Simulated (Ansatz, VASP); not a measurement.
## Two plane-wave programs on Au

File POSCAR:

```
Au
1.0
    0.0000000000      2.0615246536      2.0615246536
    2.0615246536      0.0000000000      2.0615246536
    2.0615246536      2.0615246536      0.0000000000
Au
1
Direct
    0.0000000000      0.0000000000      0.0000000000
```

File INCAR.step1:

```
ALGO     = Normal         # electronic algorithm
EDIFF    = 1E-4           # SCF threshold, eV
ENCUT    = 520            # plane-wave cutoff, eV
GGA      = PE             # functional
ISMEAR   = -1             # smearing method
LASPH    = T              # aspherical terms in the spheres
LCHARG   = F              # write CHGCAR
LREAL    = F              # projectors in reciprocal space
LWAVE    = T              # write WAVECAR
NBANDS   = 12             # bands
NELM     = 100            # most SCF steps
PREC     = Accurate       # precision mode
SIGMA    = 0.2            # smearing width, eV
```

The input INCAR.step2:

```
ALGO     = Normal         # electronic algorithm
EDIFF    = 1E-7           # SCF threshold, eV
ENCUT    = 520            # plane-wave cutoff, eV
ISIF     = 2              # what is computed and relaxed
ISMEAR   = -1             # smearing method
ISTART   = 1            
LASPH    = T              # aspherical terms in the spheres
LCHARG   = F              # write CHGCAR
LMIXTAU  = T            
LREAL    = F              # projectors in reciprocal space
LWAVE    = F              # write WAVECAR
METAGGA  = R2SCAN         # meta-GGA
NBANDS   = 12             # bands
NELM     = 100            # most SCF steps
PREC     = Accurate       # precision mode
SIGMA    = 0.2            # smearing width, eV
```

File KPOINTS:

```
k-points
0
Gamma
  13 13 13
```

Input for Ansatz:

```yaml
crystal:
  lattice:
    - [0.0, 2.0615246536, 2.0615246536]
    - [2.0615246536, 0.0, 2.0615246536]
    - [2.0615246536, 2.0615246536, 0.0]
  atoms:
    - { symbol: Au, position: [0.0, 0.0, 0.0] }
hamiltonian:
  xc: r2scan
  pseudopotentials:
    kind: paw
    azcp:
      Au: "pseudopotentials/Au.paw.azcp"
basis:
  ecutwfc: 500
  fft_grid_basis: typed
kpoints:
  mp_grid: { grid: [13, 13, 13], shift: [0, 0, 0] }
magnetization:
  spin_polarized: false
scf:
  occupations: { method: fermi_dirac, width: 0.2 }
  lower_state_search: "off"
output:
  stress: true
  write_density: true
  write_potential: true
  elf: true
  volumetric_format: npy
```

Alike in both runs: task single point; functional r2SCAN; k mesh 13 × 13 × 13; occupations fermi-dirac, width 0.2 eV; no spin polarisation.

|  | VASP | Ansatz |
| --- | --- | --- |
| version | VASP 6.6.1 | Ansatz 0.2.0 |
| potentials or method | VASP PAW PBE potentials, release 64 (Au) | plane waves (500 eV) with PAW, scalar-relativistic |
| plane-wave cutoff (eV) | 520 | 500 |
| valence electrons in the cell | 11 | 19 |

Ansatz gave:

* pressure (GPa): 0.2

Task: Which values does VASP return?

Result: Pressure (GPa): 0.5.

The two sets of potentials don't hold the same shells in valence.

Caveats: the PAW data sets were made with another functional, which shifts forces and pressure a little (VASP). Spin-orbit coupling is left out, which matters for the levels of Au.
